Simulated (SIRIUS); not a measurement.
Write the native input for SIRIUS 7.10.0 that does the following.

```
Task                                        : single point
Functional                                  : PBE
Potentials or basis                         : PseudoDojo 0.4.1 PBE standard (scalar relativistic)
Cutoff                                      : 1127 eV
Density cutoff                              : 4507 eV
k mesh                                      : 10 × 10 × 10
Occupations                                 : fermi-dirac, width 0.05 eV
Spin                                        : no spin polarisation
Libxc names                                 : ["XC_GGA_X_PBE", "XC_GGA_C_PBE"]
Energy tol                                  : 1e-08 Ha
Density tol                                 : 1e-06
Mixer                                       : anderson
Mixing beta                                 : 0.7
Max scf                                     : 100
Radial cutoff for the potentials' integrals : 6.5 bohr
```

The system is WC.

```xyz
2
Lattice="0.0000 2.1927 2.1927 2.1927 0.0000 2.1927 2.1927 2.1927 0.0000" Properties=species:S:1:pos:R:3 pbc="T T T"
W    -0.0044   -0.0321   -0.0488
C     2.1767    2.2019    2.2440
```

The cell comes from a database or a generator and needn't be the stable form of this composition.

The cell isn't the ideal one: atoms moved at random, drawn with an rms of 0.05 Å.

These files were run (other wordings do the same):

sirius.json

```json
{
  "control": {
    "processing_unit": "cpu",
    "verbosity": 2,
    "num_bands_to_print": 16,
    "print_forces": true,
    "print_stress": true
  },
  "parameters": {
    "electronic_structure_method": "pseudopotential",
    "xc_functionals": ["XC_GGA_X_PBE", "XC_GGA_C_PBE"],
    "gk_cutoff": 9.1,
    "pw_cutoff": 18.2,
    "ngridk": [10, 10, 10],
    "shiftk": [0, 0, 0],
    "smearing": "fermi_dirac",
    "smearing_width": 0.0018374661,
    "num_bands": 16,
    "num_mag_dims": 0,
    "num_dft_iter": 100,
    "energy_tol": 1e-08,
    "density_tol": 1e-06
  },
  "iterative_solver": {
    "type": "davidson",
    "min_tolerance": 1e-09,
    "tolerance_scale": [0.1, 0.25]
  },
  "mixer": {
    "type": "anderson",
    "beta": 0.7,
    "max_history": 8
  },
  "settings": {
    "tol_ne": 1e-10,
    "pseudo_grid_cutoff": 6.5
  },
  "unit_cell": {
    "lattice_vectors": [
      [0.0, 0.707106781187, 0.707106781187],
      [0.707106781187, 0.0, 0.707106781187],
      [0.707106781187, 0.707106781187, 0.0]
    ],
    "lattice_vectors_scale": 5.8598960554,
    "atom_coordinate_units": "lattice",
    "atom_types": ["W", "C"],
    "atom_files": {
      "C": "C.json",
      "W": "W.json"
    },
    "atoms": {
      "W": [
        [-0.017418, -0.004818, 0.002798]
      ],
      "C": [
        [0.517446, 0.505944, 0.486775]
      ]
    }
  }
}
```

Potentials or basis: PseudoDojo 0.4.1 PBE standard (scalar relativistic).

The run is started by

```bash
$ upf_to_json C.upf
$ upf_to_json W.upf
$ OMP_NUM_THREADS=1 sirius.scf --input=sirius.json --output=out.json --task=0
```

Results of the run:

```json
{
 "Pressure": "0.6 GPa",
 "Largest force": "0.731 eV/Å",
 "Band gap on the k mesh": "none (metal or under the smearing width)"
}
```

It took 5.9 min on 1 thread of Arm Neoverse V1 (shared host), peak memory 1.9 GiB.
